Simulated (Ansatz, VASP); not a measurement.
**One calculation of LiF (Griceite), two programs**

File INCAR:

```
SYSTEM = LiF
  PREC = Accurate
  ENCUT = 520
  EDIFF = 1E-6
  ISMEAR = -1
  SIGMA = 0.05
  LREAL = .False.
  LASPH = .True.
  NELM = 100
  ALGO = Normal
  ISIF = 2
  LWAVE = .False.
  LCHARG = .False.
  GGA = PS
  NBANDS = 12
```

Contents of KPOINTS:

```
regular mesh
0
Gamma
  11 11 11
  0 0 0
```

POSCAR

```
LiF
1.0
    0.0000000000      1.9728864230      1.9728864230
    1.9728864230      0.0000000000      1.9728864230
    1.9728864230      1.9728864230      0.0000000000
F Li
1 1
Direct
    0.5000000000      0.5000000000      0.5000000000
    0.0000000000      0.0000000000      0.0000000000
```

input.yaml

```yaml
crystal:
  lattice:
    - [0.0, 1.972886423, 1.972886423]
    - [1.972886423, 0.0, 1.972886423]
    - [1.972886423, 1.972886423, 0.0]
  atoms:
    - { symbol: F, position: [0.5, 0.5, 0.5] }
    - { symbol: Li, position: [0.0, 0.0, 0.0] }
kpoints:
  mp_grid: { grid: [11, 11, 11] }
scf:
  occupations: { method: fermi_dirac, width: 0.05 }
hamiltonian:
  xc: pbesol
  pseudopotentials: { kind: all_electron, lapw: { basis_error: 0.0005 } }
output:
  forces: true
  stress: true
  eigenvalues: true
```

Change from the starting cell: volume scaled by 0.94.

Alike in both runs: task single point; functional PBEsol; k mesh 11 × 11 × 11; occupations fermi-dirac, width 0.05 eV; no spin polarisation.

|  | VASP | Ansatz |
| --- | --- | --- |
| version | VASP 6.6.1 | Ansatz 0.2.0 |
| potentials or method | VASP PAW PBE potentials, release 64 (F, Li_sv) | all-electron LAPW, scalar-relativistic |
| plane-wave cutoff (eV) | 520 | see its input |

VASP gave:

```
gap on the k mesh at the Fermi level (eV) : 9.48
least direct gap on the mesh (eV)         : 9.48
```

Task: Which values does Ansatz return?

Result: gap on the k mesh at the Fermi level (eV): 9.46; least direct gap on the mesh (eV): 9.46.

Ansatz ran all-electron here, so the differences hold the error of VASP's frozen core and of both bases.

Caveats: an odd mesh through Γ misses points on the zone boundary, where band edges often lie.
